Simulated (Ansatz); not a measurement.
A run of Ansatz 0.2.0 is set up as follows.

File input.yaml:

```yaml
crystal:
  lattice:
    - [0.0, 2.702, 2.702]
    - [2.702, 0.0, 2.702]
    - [2.702, 2.702, 0.0]
  atoms:
    - { symbol: Zn, position: [0.75, 0.75, 0.75] }
    - { symbol: S, position: [0.0, 0.0, 0.0] }
kpoints:
  mp_grid: { grid: [9, 9, 9] }
scf:
  occupations: { method: gaussian, width: 0.03 }
hamiltonian:
  xc: pbe
  pseudopotentials: { kind: all_electron, lapw: { basis_error: 0.001 } }
output:
  forces: true
  stress: true
  eigenvalues: true
```

Potentials or basis: all-electron LAPW, scalar-relativistic.

Run with:

```bash
$ ansatz run input.yaml --threads 1 --pin off --max-ram 3072MiB --backend cpu --events-out ev --progress --plain --runs-dir out
```

Estimate the pressure.

1.6 GPa.

What does it give for the band gap on the k mesh?

2.11 eV, direct.

**Experimental background.**

“Electronic, vibrational, and thermodynamic properties of ZnS (zincblende and rocksalt structure)”, 2009, arxiv:0911.5022 quotes, for a bulk crystal of ZnS at 19 K: band gap 3.85 eV (direct).

Against the measured gap of ZnS, 3.85 eV (direct; 19 K; quoted in “Electronic, vibrational, and thermodynamic properties of ZnS (zincblende and rocksalt structure)”, 2009, arxiv:0911.5022), the calculated 2.11 eV is off by -1.74 eV. The value is that of PBE, without temperature or zero-point motion. Semilocal functionals fall short of measured gaps as a rule.
